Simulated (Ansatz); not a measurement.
CHF3 (trifluoromethane): the electronic atomisation energy, rung by rung

CHF3 has 5 atoms, charge 0, and is taken as a singlet. As SMILES, `FC(F)F`. The coordinates come from a GFN2-xTB relaxation.

Each level gives the electronic atomisation energy (eV). The values are calculated. Electronic energies at fixed atoms, without zero-point motion or spin-orbit coupling.

| level | kind | program | value (eV) | less FCI/STO-3G | CPU time (all runs) |
| --- | --- | --- | --- | --- | --- |
| revPBE/STO-3G | GGA | Ansatz | 20.48 | +4.91 | 2.2 s |
| r2SCAN/STO-3G | meta-GGA | Ansatz | 20.15 | +4.58 | 4.7 s |
| B3LYP/STO-3G | global hybrid | Ansatz | 19.91 | +4.34 | 1.7 s |
| CAM-B3LYP/STO-3G | range-separated hybrid | Ansatz | 20.25 | +4.68 | 2 s |
| wB97M-V/STO-3G | range-separated hybrid | Ansatz | 20.50 | +4.93 | 22 s |
| RPA@PBE/STO-3G | RPA | Ansatz | 13.47 | -2.10 | 2.8 s |
| MP2/STO-3G | perturbation theory | Ansatz | 15.04 | -0.53 | 0.2 s |
| CCSD/STO-3G | coupled cluster or CI | Ansatz | 15.44 | -0.13 | 0.34 s |
| CCSDT/STO-3G | coupled cluster or CI | Ansatz | 15.57 | 0.00 | 0.97 s |
| FCI/STO-3G | exact in the basis | Ansatz | 15.57 | 0.00 | 25 s |

FCI/STO-3G is exact within its basis and frozen core, so for wave-function methods in that basis the difference is their error; functionals converge differently with the basis, so for them it is only a difference. The values span 13.47 to 20.50 eV. All rows use very small basis sets, so none should be taken for the real molecule's value. In so small a basis fixed costs decide the times, and correlated methods can beat functionals. Times are those of the runs behind each value, whatever else they computed, on shared processors of several kinds: orders of magnitude only.
